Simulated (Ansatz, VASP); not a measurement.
One calculation of Gd, two programs

INCAR

```
SYSTEM = Gd
PREC = Accurate
ENCUT = 520
EDIFF = 1E-6
ISMEAR = -1
SIGMA = 0.05
LREAL = .FALSE.
LASPH = .TRUE.
NELM = 150
ALGO = Normal
ISIF = 2
LWAVE = .FALSE.
LCHARG = .FALSE.
ISPIN = 2
MAGMOM = 7
LORBIT = 11
LMAXMIX = 6
LDAU = .TRUE.
LDAUTYPE = 2
LDAUL = 3
LDAUU = 5
LDAUJ = 0
LDAUPRINT = 1
GGA = PE
NBANDS = 19
```

KPOINTS

```
regular mesh
0
G
  11 11 11
  0 0 0
```

File POSCAR:

```
Gd
1.0
    0.0000000000      2.5858190855      2.5858190855
    2.5858190855      0.0000000000      2.5858190855
    2.5858190855      2.5858190855      0.0000000000
Gd
1
Direct
    0.0000000000      0.0000000000      0.0000000000
```

Input for Ansatz:

```yaml
crystal:
  lattice:
    - [0.0, 2.5858190855, 2.5858190855]
    - [2.5858190855, 0.0, 2.5858190855]
    - [2.5858190855, 2.5858190855, 0.0]
  atoms:
    - { symbol: Gd, position: [0.0, 0.0, 0.0], spin: 7.0 }
magnetization:
  spin_polarized: true
kpoints:
  mp_grid: { grid: [11, 11, 11] }
scf:
  occupations: { method: fermi_dirac, width: 0.05 }
hamiltonian:
  xc: pbe
  pseudopotentials: { kind: paw }
  hubbard: { sites: [{ species: Gd, l: f, u_eff: 5 }] }
output:
  forces: true
  stress: true
  eigenvalues: true
  hubbard: { sites: [{ species: Gd, l: f }] }
  populations: true
  write_density: true
  write_potential: true
  elf: true
  volumetric_format: npy
```

Alike in both runs: task single point; functional PBE; k mesh 11 × 11 × 11; occupations fermi-dirac, width 0.05 eV; collinear spin; Hubbard terms Gd f U = 5.0 eV.

|  | VASP | Ansatz |
| --- | --- | --- |
| version | VASP 6.6.1 | Ansatz 0.2.0 |
| potentials or method | VASP PAW PBE potentials, release 64 (Gd) | PAW with Ansatz's default frozen-core files, scalar-relativistic |
| plane-wave cutoff (eV) | 520 | 420 |
| valence electrons in the cell | 18 | 18 |

```csv
,VASP,Ansatz,Ansatz less VASP
pressure (GPa),-0.6,-0.8,-0.24
net moment per atom (μB),7.86,7.87,+0.011
size of the moment on the site where the two differ most (μB),7.13,7.54,+0.416
```

Site moments also hang on the region over which each program counts them. The programs project onto different local orbitals, so the same U acts differently. Ansatz warned: «filled_band_counts_differ_across_k_points».

Caveats: spin-orbit coupling is left out, which moves the levels of the heavy elements. The state reached can hang on the start; a lower one may exist.
